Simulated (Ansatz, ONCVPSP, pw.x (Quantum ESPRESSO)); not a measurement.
# pw.x on fcc Si: one setting changed

Potential: optimised norm-conserving Vanderbilt (ONCV), ONCVPSP 4.0.1.1 (patched build), PBE; core [Ne], reference 3s2 3p2; waves: 3s: rc 1.95 bohr, ncon 4, nbas 8, qcut 4.3 1/bohr, 3 projectors, debl 0.6 Ha; 3p: rc 1.75 bohr, ncon 4, nbas 9, qcut 4.6 1/bohr, 2 projectors, debl 2.5 Ha; d scattering state at 0.02 Ha: rc 2.10 bohr, ncon 4, nbas 8, qcut 4.4 1/bohr, 2 projectors, debl 1.6 Ha; local part: polynomial inside 1.40 bohr (lpopt 3, dvloc0 2 Ha); core correction: Teter function, fcfact 3, rcfact 1.05.

The reference run (k-mesh 15³, cutoffs 50/200 Ry, Fermi–Dirac 0.01 Ry, mixing_beta 0.4, conv_thr 1e-9, no spin) gives 0.85 GPa at 14.425 Å³/atom, where all-electron LAPW gives 0.32 GPa. This run, with its own iteration cap, changes k-mesh points per axis to 8.

```
&control
  calculation='scf', prefix='x', pseudo_dir='./', outdir='./tmp', tstress=.true., disk_io='none'
/
&system
  ibrav=0, nat=1, ntyp=1, ecutwfc=50, ecutrho=200, nbnd=9,
  occupations='smearing', smearing='fd', degauss=0.01
/
&electrons
  conv_thr=1e-09, mixing_beta=0.4, electron_maxstep=70
/
ATOMIC_SPECIES
Si 1.0 Si.UPF
CELL_PARAMETERS angstrom
  0.00000000 1.93209559 1.93209559
  1.93209559 0.00000000 1.93209559
  1.93209559 1.93209559 0.00000000
ATOMIC_POSITIONS crystal
Si 0.0000 0.0000 0.0000
K_POINTS automatic
8 8 8 0 0 0
```

```bash
pw.x < Si.scf.in > Si.scf.out
```

Question: How does the run end?

Answer: It converges in 6 iterations; the free energy moves by +22.7 meV/atom and the pressure by -0.33 GPa.

```
Message from routine setup:
     using ibrav=0 with symmetry is DISCOURAGED, use correct ibrav instead
     lattice parameter (alat)  =       5.1635  a.u.
     unit-cell volume          =      97.3447 (a.u.)^3
     number of electrons       =         4.00
     number of Kohn-Sham states=            9
     kinetic-energy cutoff     =      50.0000  Ry
     charge density cutoff     =     200.0000  Ry
     scf convergence threshold =      1.0E-09
     Exchange-correlation= PBE
     number of k points=    29  Fermi-Dirac smearing, width (Ry)=  0.0100
     iteration #  1     ecut=    50.00 Ry     beta= 0.40
     total energy              =      -8.04449499 Ry
     estimated scf accuracy    <       0.00414829 Ry
     iteration #  2     ecut=    50.00 Ry     beta= 0.40
     total energy              =      -8.04405824 Ry
     estimated scf accuracy    <       0.00128972 Ry
     iteration #  3     ecut=    50.00 Ry     beta= 0.40
     total energy              =      -8.04410978 Ry
     estimated scf accuracy    <       0.00000309 Ry
     iteration #  4     ecut=    50.00 Ry     beta= 0.40
     total energy              =      -8.04411134 Ry
     estimated scf accuracy    <       0.00000001 Ry
     iteration #  5     ecut=    50.00 Ry     beta= 0.40
     total energy              =      -8.04411136 Ry
     estimated scf accuracy    <          2.2E-09 Ry
     iteration #  6     ecut=    50.00 Ry     beta= 0.40
     the Fermi energy is    10.9322 ev
!    total energy              =      -8.04411136 Ry
     estimated scf accuracy    <          4.3E-11 Ry
     smearing contrib. (-TS)   =      -0.00312243 Ry
     The total energy is F=E-TS. E is the sum of the following terms:
     one-electron contribution =       4.65796200 Ry
     hartree contribution      =       0.03047992 Ry
     xc contribution           =      -2.68353228 Ry
     ewald contribution        =     -10.04589857 Ry
     convergence has been achieved in   6 iterations
          total   stress  (Ry/bohr**3)                   (kbar)     P=        5.22
     Message from routine punch:
     Nothing written, as per user request (disk_io='none')
```

The run took about 3.1 s on one core of a shared host (Neoverse-N1, 64 threads, 124 GiB, load 53).
